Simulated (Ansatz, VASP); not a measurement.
**Ir: VASP beside Ansatz**

The input INCAR:

```
SYSTEM = Ir
  ALGO = Normal
  EDIFF = 1E-6
  ENCUT = 520
  GGA = PE
  ISIF = 2
  ISMEAR = -1
  LASPH = .True.
  LCHARG = .True.
  LELF = .True.
  LREAL = .False.
  LVHAR = .True.
  LWAVE = .False.
  NBANDS = 10
  NELM = 60
  PREC = Accurate
  SIGMA = 0.05
```

Contents of KPOINTS:

```
k-points
0
Gamma
  14 14 14
  0 0 0
```

The input POSCAR:

```
Ir
1.0
    2.5179487926      0.0000000000      0.0000000000
    0.0000000000      2.5179487926      0.0000000000
    0.0000000000      0.0000000000      2.5179487926
Ir
1
Direct
    0.0000000000      0.0000000000      0.0000000000
```

Input for Ansatz:

```yaml
crystal:
  lattice:
    - [2.5179487926, 0.0, 0.0]
    - [0.0, 2.5179487926, 0.0]
    - [0.0, 0.0, 2.5179487926]
  atoms:
    - { symbol: Ir, position: [0.0, 0.0, 0.0] }
kpoints:
  mp_grid: { grid: [14, 14, 14] }
scf:
  occupations: { method: fermi_dirac, width: 0.05 }
hamiltonian:
  xc: pbe
  pseudopotentials: { kind: all_electron, lapw: { basis_error: 0.001 } }
output:
  forces: true
  stress: true
  eigenvalues: true
```

Change from the starting cell: volume scaled by 0.9405.

Alike in both runs: task single point; functional PBE; k mesh 14 × 14 × 14; occupations fermi-dirac, width 0.05 eV; no spin polarisation.

```csv
,VASP,Ansatz
version,VASP 6.6.1,Ansatz 0.2.0
potentials or method,"VASP PAW PBE potentials, release 64 (Ir)","all-electron LAPW, scalar-relativistic"
plane-wave cutoff (eV),520,see its input
```

|  | VASP | Ansatz | Ansatz less VASP |
| --- | --- | --- | --- |
| pressure (GPa) | 17.9 | 17.6 | -0.28 |

Ansatz ran all-electron here, so the differences hold the error of VASP's frozen core and of both bases.

Caveats: so large a pressure means that the cell lies far from this level's equilibrium, or that cutoff or potentials fall short (VASP). The runs have no spin-orbit coupling, so splittings on Ir are missing.
